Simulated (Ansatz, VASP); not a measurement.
**Ga2TeS in two plane-wave programs**

One calculation is typed for both programs; each brings its own data sets. How far apart do they land? The structure shown is the start of the Ansatz relaxation below; VASP solves that cell, so the two are compared at the walk's first step.

Method: plane waves, with VASP 6.6.1 beside it; single point at RPBE, in Ansatz 0.2.0.

## Step 1: Set-up

The cell holds 4 atoms: 1 Te, 2 Ga and 1 S. Cell: a = 3.856 Å, b = 3.856 Å, c = 33.552 Å, α = 90.0°, β = 90.0°, γ = 120.0°. Vacuum lies along c. The height across the vacuum is the one that the program set for its solve, not the one typed.

## Step 2: Ansatz: relaxation, RPBE

Ansatz runs on its default PAW (the set named soft_2) files.

The two programs are compared at the cell with which this relaxation starts, whose forces are those of its first step.

Input file input.yaml:

```yaml
crystal:
  lattice:
    - [3.8559378695, -2.9e-09, 0.0]
    - [-1.9279689323, 3.3393401519, 0.0]
    - [0.0, 0.0, 20.71316188]
  atoms:
    - { symbol: Te, position: [0.0, 0.0, 0.38229798] }
    - { symbol: Ga, position: [0.6666666667, 0.3333333333, 0.56615765] }
    - { symbol: Ga, position: [0.6666666667, 0.3333333333, 0.4426425] }
    - { symbol: S, position: [0.0, 0.0, 0.61770202] }
  periodic: [true, true, false]
kpoints:
  mp_grid: { grid: [7, 7, 1] }
scf:
  occupations: { method: fermi_dirac, width: 0.05 }
hamiltonian:
  xc: rpbe
output:
  forces: true
  stress: true
relax:
  f_tol: 0.02
  max_steps: 50
  cell: {}
```

The run is started by

```sh
$ ansatz run input.yaml --threads 1 --pin off --max-ram 4096MiB --backend cpu --events-out ev --progress --plain --runs-dir out
```

Numbers of over 12 decimals in the logs are rounded to 6 here.

Log:

```text
Warning: crystal.periodic: the lattice vector that does not repeat stood 0.000° off the slab's normal, 20.713 Å along it as the deck builds it. The run solves the slab on a vector along the normal, 33.552 Å long, with every atom where it was (on the deck's vector they left 15.84 Å outside them, and the widest stretch free of ions among them is 2.56 Å). A fractional position that the run reports is one of the run's ce [...]
crystal.periodic: the lattice vector that does not repeat stood 0.000° off the slab's normal, 20.713 Å along it as the deck builds it. The run solves the slab on a vector along the normal, 33.552 Å long, with every atom where it was (on the deck's vector they left 15.84 Å outside them, and the widest stretch free of ions among them is 2.56 Å). A fractional position that the run reports is one of the run's cell, which [...]
Engine: ansatz 0.2.0, aarch64-unknown-linux-gnu
Pseudopotentials: kind: paw
Pseudopotential: Te, paw, valence charge 16, recommended cutoff 420 eV (normal), Te.paw.azcp
Pseudopotential: Ga, paw, valence charge 13, recommended cutoff 420 eV (normal), Ga.paw.azcp
Pseudopotential: S, paw, valence charge 6, recommended cutoff 420 eV (normal), S.paw.azcp
Functional definition: RPBE
  parameter kappa = 0.804
  parameter beta = 0.066725
  exchange = rpbe_x(kappa = kappa, mu = beta*pi^2/3)
  correlation = pbe_c(beta = beta)
Crystal: 4 atoms, lattice volume = 432.024 Å³
Basis set: ecut = 420 eV, 8477 PW (Γ), exchange–correlation on 54×54×450 points (8 copies of the dense FFT grid, shifted against one another)
Bands: 29, of which v1, the nominal top of the filled ones, is band 24 counted from 1 (23 counted from 0)
Symmetry: 6 space group operations
Space group: P3m1 (ITA 156), of the structure as read, at distance tolerance 7.6e-5 Å
k-points: 8 of 49 (time reversal used)
Non-local potential: Te, projectors of the file, l = 0: 2, l = 1: 2, l = 2: 2, l = 3: 2
Non-local potential: Ga, projectors of the file, l = 0: 2, l = 1: 2, l = 2: 3, l = 3: 1
Non-local potential: S, projectors of the file, l = 0: 2, l = 1: 2, l = 2: 2
PAW form: soft (Blöchl's): semilocal exchange-correlation on the pseudo side does not see the compensation charge
PAW frozen core: Te, regenerated for the run's functional, and the local potential with it (the file was generated under x = pbe(κ = 0.804, μ = 0.219515), c = pbe(β = 0.066725))
PAW frozen core: Ga, regenerated for the run's functional, and the local potential with it (the file was generated under x = pbe(κ = 0.804, μ = 0.219515), c = pbe(β = 0.066725))
PAW frozen core: S, regenerated for the run's functional, and the local potential with it (the file was generated under x = pbe(κ = 0.804, μ = 0.219515), c = pbe(β = 0.066725))
[...]
SCF iter   5: F=—  HF=-15473.491813 eV  |F-HF|=—  |Δ(HF+E_count)|=   1.08e-5  Δρ=9.94e-5  dr2=5.43e-5  ethr=7.42e-7  ⟨swp⟩=3.0  Hψ=446  notcnv=0  defer=5
SCF iter   6: F=—  HF=-15473.491813 eV  |F-HF|=—  |Δ(HF+E_count)|=   6.18e-7  Δρ=3.99e-5  dr2=1.77e-5  ethr=1.13e-7  ⟨swp⟩=2.9  Hψ=448  notcnv=0  defer=5
SCF iter   7: F=—  HF=-15473.491810 eV  |F-HF|=—  |Δ(HF+E_count)|=   2.89e-6  Δρ=1.22e-5  dr2=1.23e-6  ethr=3.68e-8  ⟨swp⟩=2.8  Hψ=436  notcnv=0  defer=5
SCF iter   8: F=-15473.491810 eV  HF=-15473.491810 eV  |F-HF|=3.67e-10  |Δ(HF+E_count)|=   1.75e-7  Δρ=5.26e-6  dr2=1.22e-7  ethr=8.33e-10  ⟨swp⟩=7.2  Hψ=1168  notcnv=0
SCF 3 converged in 8 iterations: F = -15473.491810 eV  dr2 = 1.22e-7
relax step   3: F+E_penalty+E_count = -15473.49181010 eV  Δ(F+E_penalty+E_count) = -5.915e-2 eV  max|allowed force component| = 1.193e-1 eV/Å  Δτ_max = 0.0896 Å  P = +0.233 N/m  Ω = 452.215 Å³  energy of the carried Pulay correction = -1.006e-3 eV  fix = [c, alpha, beta]  reactions: c +0.000 N/m  (8 SCF iters, dr2 threshold 4.00e-7 eV, accepted)
[...]
relax step   4: F+E_penalty+E_count = -15473.49332021 eV  Δ(F+E_penalty+E_count) = -1.510e-3 eV  max|allowed force component| = 2.042e-2 eV/Å  Δτ_max = 0.0121 Å  P = +0.129 N/m  Ω = 452.643 Å³  energy of the carried Pulay correction = -1.027e-3 eV  fix = [c, alpha, beta]  reactions: c +0.000 N/m  (6 SCF iters, dr2 threshold 4.00e-7 eV, accepted)
[...]
relax step   5: F+E_penalty+E_count = -15473.49341416 eV  Δ(F+E_penalty+E_count) = -9.395e-5 eV  max|allowed force component| = 4.068e-3 eV/Å  Δτ_max = 0.0014 Å  P = +0.033 N/m  Ω = 453.437 Å³  energy of the carried Pulay correction = -1.065e-3 eV  fix = [c, alpha, beta]  reactions: c +0.000 N/m  (6 SCF iters, dr2 threshold 2.61e-8 eV, accepted)
[...]
relax step   6: F+E_penalty+E_count = -15473.49442316 eV  Δ(F+E_penalty+E_count) = -1.009e-3 eV  max|allowed force component| = 4.124e-3 eV/Å  Δτ_max = 0.0000 Å  P = +0.030 N/m  Ω = 453.437 Å³  fix = [c, alpha, beta]  reactions: c +0.000 N/m  stress off target by 2.99e-2 N/m on what of the cell is left free  SCF on the basis re-selected at this cell (its energy is not comparable with the rows above)  (10 SCF iters)
basis re-selected at this cell: Δ(F+E_penalty+E_count) = -1.009e-3 eV, ΔP = -0.003 N/m vs the last step (what re-selecting the basis moved, of the pressure what is left beyond the Pulay correction that the steps carried, after the strain that the cell walked since its last selection, with what the two solves' SCF thresholds leave and, on support functions, any second-order correction that the steps lacked; it is no m [...]
SCF converged after 10 iterations
Free energy (F): -15473.494423 eV
Harris-Foulkes:  -15473.494423 eV  (|F-HF|=6.59e-8)
Internal energy: -15473.494420 eV  (E = F + TS)
E sigma→0 (E₀):  -15473.494422 eV
Entropy (-TS):   -0.000003 eV (-0.001 meV/atom)
Fermi energy:    -4.762938 eV
--- Per-component energies (eV) ---
  E_band       = -997.684002
  E_kinetic    = 513.805379
  E_local      = -101477.615982  (includes V_loc(G=0)·N_el)
  E_nonlocal   = 565.948940
  E_hartree    = 50454.248640
  E_xc         = -357.782200
  E_vxc        = -303.584285  (∫ρ·V_xc dr)
  E_paw        = -9263.612367  (= ΣΔE_a)
  E_vpaw       = -1204.734802  (= ΣTr[D̂ρ^β])
  E_aug_tail   = -0.000415  (compensation charges beyond the density's cutoff)
  E_ewald      = 44091.837276
  E_core_change = -0.323692  (= ΣΔE_core)
  E_smearing   = -0.000003  (= −TS)
  E_closure    = 0.000000  (closes the sum)
  Σ components = -15473.494423   (vs F -15473.494423, Δ=0.00e0)
--- Forces (eV/Å), atoms counted from 1 ---
  atom   1  Te     0.00000000     0.00000000    -0.00076774
  atom   2  Ga    -0.00000000     0.00000000    -0.00283554
  atom   3  Ga    -0.00000000     0.00000000     0.00412405
  atom   4  S      0.00000000    -0.00000000    -0.00052202
  max |Σ_I F_I| component: 1.26e-6 eV/Å
--- 2D stress c σ (N/m, compression-positive) ---
        0.029854      -0.000000       0.000000
       -0.000000       0.029854      -0.000000
        0.000000      -0.000000       0.000000
  P = ½ c Tr σ = 0.0299 N/m
--- Relaxed structure (5 steps of the walk, 5 accepted, 1 SCFs on fresh bases) ---
  F+E_penalty+E_count = -15473.49442316 eV   max|allowed force component| = 4.124e-3 eV/Å   (the final SCF, on the basis selected at the relaxed cell)
  cell:  # Å, volume = 453.4373 Å³
    - [3.950341, -2.934638741690093e-9, 0]
    - [-1.975171, 3.421096, 0]
    - [0, 0, 33.551924]
  atoms:
    - { symbol: Te, position: [-2.775557561589026e-17, 3.046722663392976e-19, 0.235064] }
    - { symbol: Ga, position: [0.666667, 0.333333, 0.350396] }
    - { symbol: Ga, position: [0.666667, 0.333333, 0.275924] }
    - { symbol: S, position: [-2.77555756163456e-17, 8.354922211169718e-19, 0.378742] }
```

## Step 3: VASP: single point, RPBE, start cell

The same cell, functional, mesh and smearing now go to VASP, with its own data sets.

Lines of VASP's logs that name or quote its potential files are left out, and so is its time.

Input file INCAR:

```
SYSTEM = Ga2TeS
PREC = Accurate
ENCUT = 400
EDIFF = 1E-06
NELM = 120
ISMEAR = -1
SIGMA = 0.05
LREAL = .FALSE.
ALGO = Normal
GGA = RP
NBANDS = 25
LORBIT = 11
LWAVE = .FALSE.
LCHARG = .FALSE.
ISIF = 2
LDIPOL = .TRUE.
IDIPOL = 3
DIPOL = 0.5 0.5 0.31
LVHAR = .TRUE.
LASPH = .TRUE.
GGA_COMPAT = .FALSE.
EFERMI = MIDGAP
NELMDL = -8
```

Input file POSCAR:

```
Ga2TeS
1.0
    3.8559380000      0.0000000000      0.0000000000
   -1.9279690000      3.3393400000      0.0000000000
    0.0000000000      0.0000000000     33.5519240000
Te Ga S
1 2 1
Direct
    0.0000000000      0.0000000000      0.2360103105
    0.6666666168      0.3333332335      0.3495154257
    0.6666666168      0.3333332335      0.2732637926
    0.0000000000      0.0000000000      0.3813361642
```

Input file KPOINTS:

```
Automatic mesh
0
Gamma
7 7 1
0 0 0
```

Potentials, in the order of the species: Te, Ga_d and S (PBE family, release 64).

The run is started by

```sh
$ mpirun -np 1 vasp_std
```

Log:

```text
[banner, memory and clock lines left out]
running    1 mpi-ranks, on    1 nodes
 distrk:  each k-point on    1 cores,    1 groups
 distr:  one band on    1 cores,    1 groups

 POSCAR found type information on POSCAR TeGaS
 POSCAR found :  3 types and       4 ions
|                                                                             |
|               ----> ADVICE to this user running VASP <----                  |
|                                                                             |
|     You enforced a specific xc type in the INCAR file but a different       |
|     [... a line on the potential file left out ...]
|     I HOPE YOU KNOW WHAT YOU ARE DOING!                                     |
|                                                                             |

 LDA part: xc-table for (Slater+PW92), standard interpolation
 POSCAR, INCAR and KPOINTS ok, starting setup
 FFT: planning ... GRIDC
 FFT: planning ... GRID_SOFT
 FFT: planning ... GRID
 WAVECAR not read
 entering main loop
       N       E                     dE             d eps       ncg     rms          rms(c)
DAV:   1     0.213530017180E+03    0.21353E+03   -0.14394E+04   472   0.104E+03
DAV:   2     0.105809862026E+02   -0.20295E+03   -0.19898E+03   490   0.238E+02
DAV:   3    -0.129620891403E+02   -0.23543E+02   -0.23398E+02   542   0.868E+01
DAV:   4    -0.137824352684E+02   -0.82035E+00   -0.81908E+00   568   0.185E+01
DAV:   5    -0.138011671394E+02   -0.18732E-01   -0.18727E-01   624   0.261E+00
DAV:   6    -0.138014972475E+02   -0.33011E-03   -0.33009E-03   608   0.334E-01
DAV:   7    -0.138015076368E+02   -0.10389E-04   -0.10389E-04   640   0.588E-02
DAV:   8    -0.138015079394E+02   -0.30260E-06   -0.30259E-06   528   0.994E-03    0.875E+00
DAV:   9    -0.134486025447E+02    0.35291E+00   -0.12971E+00   607   0.125E+01    0.561E+00
DAV:  10    -0.134519583341E+02   -0.33558E-02   -0.59981E-01   518   0.757E+00    0.134E+00
DAV:  11    -0.134530648127E+02   -0.11065E-02   -0.89149E-02   568   0.531E+00    0.396E-01
DAV:  12    -0.134530168437E+02    0.47969E-04   -0.14892E-02   543   0.152E+00    0.250E-01
DAV:  13    -0.134530863203E+02   -0.69477E-04   -0.52941E-03   480   0.111E+00    0.167E-01
DAV:  14    -0.134531978566E+02   -0.11154E-03   -0.17434E-03   510   0.204E+00    0.993E-02
[...]
DAV:  20    -0.134536079231E+02   -0.84168E-04   -0.15760E-05   433   0.243E-02    0.293E-03
DAV:  21    -0.134536354776E+02   -0.27554E-04   -0.17112E-06   384   0.445E-02    0.147E-03
DAV:  22    -0.134536635784E+02   -0.28101E-04   -0.30352E-06   356   0.643E-02    0.300E-03
DAV:  23    -0.134536717130E+02   -0.81346E-05   -0.11978E-06   359   0.464E-02    0.673E-04
DAV:  24    -0.134536758020E+02   -0.40889E-05   -0.43074E-07   334   0.461E-03    0.537E-04
DAV:  25    -0.134536785480E+02   -0.27460E-05   -0.13230E-07   350   0.152E-02    0.286E-04
DAV:  26    -0.134536797992E+02   -0.12512E-05   -0.55173E-08   318   0.688E-03    0.526E-04
DAV:  27    -0.134536804744E+02   -0.67518E-06   -0.37335E-08   334   0.313E-03
   1 F= -.13453680E+02 E0= -.13453680E+02  d E =-.341221E-08
```

Parts of OUTCAR (step 3):

```text
ion  position               nearest neighbor table
   1  0.000  0.000  0.236-   3 2.55   3 2.55   3 2.55
   2  0.667  0.333  0.350-   4 2.47   4 2.47   4 2.47   3 2.56
   3  0.667  0.333  0.273-   1 2.55   1 2.55   1 2.55   2 2.56
   4  0.000  0.000  0.381-   2 2.47   2 2.47   2 2.47

  LATTYP: Found a hexagonal cell.
 ALAT       =     3.8559380000
 C/A-ratio  =     8.7013650116

 Subroutine GETGRP returns: Found  6 space group operations
 (whereof  6 operations were pure point group operations)

The static configuration has the point symmetry C_3v.

 Found      8 irreducible k-points:

   k-points           NKPTS =      8   k-points in BZ     NKDIM =      8   number of bands    NBANDS=     25

   dimension x,y,z NGX =    28 NGY =   28 NGZ =  224
   dimension x,y,z NGXF=    56 NGYF=   56 NGZF=  448

   ENCUT  =  400.0 eV  29.40 Ry    5.42 a.u.   6.29  6.29 54.71*2*pi/ulx,y,z

   NELECT =      38.0000    total number of electrons

 k-points in reciprocal lattice and weights: Automatic mesh
   0.00000000  0.00000000  0.00000000       0.020
   0.14285714  0.00000000  0.00000000       0.122
   0.28571429 -0.00000000  0.00000000       0.122
   0.42857143 -0.00000000  0.00000000       0.122
   0.14285714  0.14285714  0.00000000       0.122
   0.28571429  0.14285714  0.00000000       0.245
   0.42857143  0.14285714  0.00000000       0.122
   0.28571429  0.28571429  0.00000000       0.122

 dipolmoment           0.000000      0.000000      0.075114 electrons x Angstroem

 average (electrostatic) potential at core
       1 -97.3121       2 -73.3954       3 -73.4456       4 -94.3538

 E-fermi :  -2.4195

 k-point     1 :       0.0000    0.0000    0.0000
  band No.  band energies     occupation
    ...
     15      -4.5223      2.00000
     16      -4.5223      2.00000
     17      -3.4935      2.00000
     18      -3.3388      2.00000
     19      -3.3388      2.00000
     20      -1.5399      0.00000
     21      -0.2049      0.00000
     22       1.0125      0.00000
     23       1.0125      0.00000
     24       1.1486      0.00000
    ...

 k-point     2 :       0.1429    0.0000    0.0000
  band No.  band energies     occupation
    ...
     15      -5.3450      2.00000
     16      -4.8858      2.00000
     17      -4.7356      2.00000
     18      -3.7652      2.00000
     19      -3.3988      2.00000
     20      -0.8134      0.00000
     21      -0.0378      0.00000
     22       1.1515      0.00000
     23       1.4436      0.00000
     24       1.4475      0.00000
    ...

 k-point     3 :       0.2857   -0.0000    0.0000
  band No.  band energies     occupation
    ...
     15      -6.5146      2.00000
     16      -5.4633      2.00000
     17      -5.1512      2.00000
     18      -4.4740      2.00000
     19      -3.6679      2.00000
     20      -0.9880      0.00000
     21      -0.6247      0.00000
     22       1.1721      0.00000
     23       1.5453      0.00000
     24       1.8652      0.00000
    ...

  Total        2.5646305      2.5646301      0.2678756     -0.0000000      0.0000000      0.0000000
  in kB        9.5110238      9.5110223      0.9934262     -0.0000000      0.0000000      0.0000000
  external PRESSURE =       6.6718241 kB  Pullay stress =       0.0000000 kB

  energy-cutoff  :      400.00
  volume of cell :      432.02
      direct lattice vectors                 reciprocal lattice vectors
     3.855938000  0.000000000  0.000000000     0.259340269  0.149730186  0.000000000
    -1.927969000  3.339340000  0.000000000     0.000000000  0.299460372  0.000000000
     0.000000000  0.000000000 33.551924000     0.000000000  0.000000000  0.029804550

 POSITION                                       TOTAL-FORCE (eV/Angst)
 -----------------------------------------------------------------------------------
      0.00000      0.00000      7.91860        -0.000000     -0.000000     -1.362920
      1.92797      1.11311     11.72691        -0.000000     -0.000000      0.107814
      1.92797      1.11311      9.16853         0.000000      0.000000      1.692510
      0.00000      0.00000     12.79456        -0.000000     -0.000000     -0.437404
 -----------------------------------------------------------------------------------
    total drift:                                0.000001      0.000231     -0.000331

  FREE ENERGIE OF THE ION-ELECTRON SYSTEM (eV)
  ---------------------------------------------------
  free  energy   TOTEN  =       -13.4536804744 eV

  energy  without entropy=      -13.4536804709  energy(sigma->0) =      -13.45368047

 vacuum level on the upper side and lower side of the slab         2.764         1.709

 total charge
# of ion       s       p       d       tot
------------------------------------------
    1        1.373   2.085   0.040   3.499
    2        0.877   0.624   9.985  11.486
    3        0.914   0.812   9.985  11.711
    4        1.352   2.327   0.000   3.679
--------------------------------------------------
tot          4.516   5.848  20.010  30.374

[... 3 further parts left out ...]
```

## Step 4: Comparison

Known differences besides the potentials themselves: Ansatz cuts the interaction across the vacuum, VASP repeats the sheet with a dipole correction; the data sets hold 48 valence electrons in Ansatz (on its default PAW (the set named soft_2) files) and 38 in VASP; the cutoff is 420 eV in Ansatz and 400 eV in VASP; Ansatz makes its cores anew for this functional, VASP keeps those of its PBE data sets. Total energies have different zeros and are not compared.

Forces (eV/Å; atoms numbered as in POSCAR):

```tsv
atom	Ansatz x, y, z	VASP x, y, z
Te1	0.000, 0.000, -1.333	0.000, 0.000, -1.363
Ga2	0.000, 0.000, 0.116	0.000, 0.000, 0.108
Ga3	0.000, 0.000, 1.668	0.000, 0.000, 1.693
S4	0.000, 0.000, -0.452	0.000, 0.000, -0.437
```

The forces differ by 12 meV/Å r.m.s., which is 1.9 % of the r.m.s. force of 0.641 eV/Å (both taken over all components). With vacuum in the cell, a pressure given here is an average over mostly empty space and none of the material.

## Step 5: Results

```json
{
  "r.m.s. force difference (single point, RPBE, start cell)": "1.9 % of the r.m.s. force"
}
```

What this shows: The r.m.s. force difference is 1.9 % of the r.m.s. force (single point, RPBE, start cell), within the 3 % picked in this series as the mark of a large difference. The data sets hold unlike numbers of valence electrons (48 in Ansatz and 38 in VASP), so part of the differences comes from the potentials. 1 further run of this series is not shown here. Such differences can come from data sets, numerical settings and the points named under the comparisons, not from the functional's error against experiment.

[Lines on the potential files, build, host, timing and source positions are cut from VASP's logs without a mark.]

[Logs are printed without paths, hosts, clocks, repeated set-up lines and the standing remarks that a program may print on its own settings, such as how far it seeks lower states.]

[Hosts, paths, dates, database ids (printed as entryN), source tags and the programs' standing remarks are cut or masked in the printed files.]
